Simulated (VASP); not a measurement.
A run of VASP 6.6.1 is set up as follows.

The input INCAR:

```
PREC = Accurate
ENCUT = 450
EDIFF = 1E-7
ISMEAR = 0
SIGMA = 0.02
LREAL = F
LASPH = T
NELM = 100
ALGO = Fast
ISIF = 2
LWAVE = F
LCHARG = T
GGA = PE
LELF = T
LVHAR = T
```

File KPOINTS:

```
Automatic mesh
0
Gamma
  4 4 4
```

POSCAR

```
Si
1.0
    0.0000000000      2.7218511865      2.7218511865
    2.7218511865      0.0000000000      2.7218511865
    2.7218511865      2.7218511865      0.0000000000
Si
2
Direct
    0.5000000000      0.5000000000      0.5000000000
    0.7500000000      0.7500000000      0.7500000000
```

Potentials or basis: VASP PAW PBE potentials, release 64 (Si_GW).

Run with:

```sh
$ cat potpaw_PBE.64/Si_GW/POTCAR > POTCAR
$ mpirun -np 1 vasp_std > vasp.out
```

**Question.** Predict the pressure.

**Answer.** 1.9 GPa.

**Question.** Predict the band gap on the k mesh.

**Answer.** 0.71 eV, indirect (least direct gap 2.54 eV).

Caveat: the k mesh is coarse (spacing up to 0.50 Å⁻¹), so the values aren't converged. A k mesh can miss the band edges.
